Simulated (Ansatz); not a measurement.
**P: zone-centre modes**

These are results of DFT PBEsol, scalar-relativistic, plane waves, PAW in Ansatz 0.2.0, not measurements. Settings: plane waves to 420 eV, k-mesh 16×16×12 (Γ-centred), Gaussian smearing 0.15 eV. No spin polarisation.

Zero of the scan (relaxed at this level):

```xyz
4
Lattice="1.6587 -5.1454 0.0000 1.6587 5.1454 0.0000 0.0000 0.0000 4.1972" Properties=species:S:1:pos:R:3 pbc="T T T"
P     1.6587    4.0619    3.8913
P     1.6587   -1.0834    2.4045
P     1.6587   -4.0619    0.3059
P     1.6587    1.0834    1.7927
```

The cell holds layers and no dispersion correction was added, so their binding is poorly described.

Harmonic modes by finite displacements of 0.02 Å, without the LO–TO term.

(1) At this geometry, is the structure stable against these modes?

(2) List the wavenumbers in cm⁻¹.

Answers

(1) Yes: no mode is imaginary beyond 10 cm⁻¹, and only the three translations lie near zero.

(2) 0, 0, 0, 92, 178, 214, 355, 399, 413, 418, 443, 457.

Cost: 1 run of about 3.3 core-minutes, on AMD EPYC 9R45 (Zen 5) (shared hosts).